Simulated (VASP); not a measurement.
Data:

```yaml
crystal:
  lattice:
    - [1.76906, -3.06410, 0.00000]
    - [1.76906, 3.06410, 0.00000]
    - [0.00000, 0.00000, 5.71188]
  atoms:
    - { symbol: In, position: [0.66667, 0.33333, 0.49989] }
    - { symbol: In, position: [0.33333, 0.66667, 0.99989] }
    - { symbol: N, position: [0.66667, 0.33333, 0.87911] }
    - { symbol: N, position: [0.33333, 0.66667, 0.37911] }
```

These are PBEsol GGA, VASP's PBE PAW potentials (set 64) (plane waves; VASP 6.6.1) values and carry that method's errors. Run with 520 eV cut-off, 11×11×6 Γ-centred mesh, tetrahedra with Blöchl corrections, potentials In_d N.

Unless said otherwise, spin-orbit coupling is left out, though it shifts the bands of the heavy elements here.

Q: Tabulate the total density of states (states/eV per cell) against energy (eV; zero at the valence-band maximum or, without a gap, the Fermi level).

A: 
```
E (eV) | DOS (states/eV)
    -9.98 |  0.00
    -9.62 |  0.00
    -9.26 |  0.00
    -8.90 |  0.00
    -8.66 |  0.00
    -8.30 |  0.00
    -7.94 |  0.00
    -7.58 |  0.00
    -7.22 |  0.00
    -6.86 |  0.00
    -6.50 |  0.00
    -6.14 |  0.00
    -5.90 |  0.00
    -5.54 | #### 0.65
    -5.18 | ###################### 3.52
    -4.82 | ############ 1.92
    -4.46 | ########## 1.67
    -4.10 | ###### 0.99
    -3.74 | ###### 0.89
    -3.38 | ########### 1.83
    -3.14 | ######### 1.52
    -2.78 | ############ 1.96
    -2.42 | ############### 2.45
    -2.06 | ################ 2.57
    -1.70 | ################## 2.95
    -1.34 | ############################## 4.80
    -0.98 | #################### 3.25
    -0.62 | ########### 1.73
    -0.38 | ####### 1.20
    -0.02 | # 0.11
     0.34 |  0.00
     0.70 |  0.02
     1.06 |  0.07
     1.42 | # 0.12
     1.78 | # 0.19
     2.14 | ## 0.29
     2.38 | ## 0.37
     2.74 | #### 0.60
     3.10 | ####### 1.14
     3.46 | ########## 1.56
```
Within 2 eV below the Fermi level the largest weight inside VASP's projection spheres is N p, then In p.

The compound is InN in the wurtzite structure. It was relaxed first.
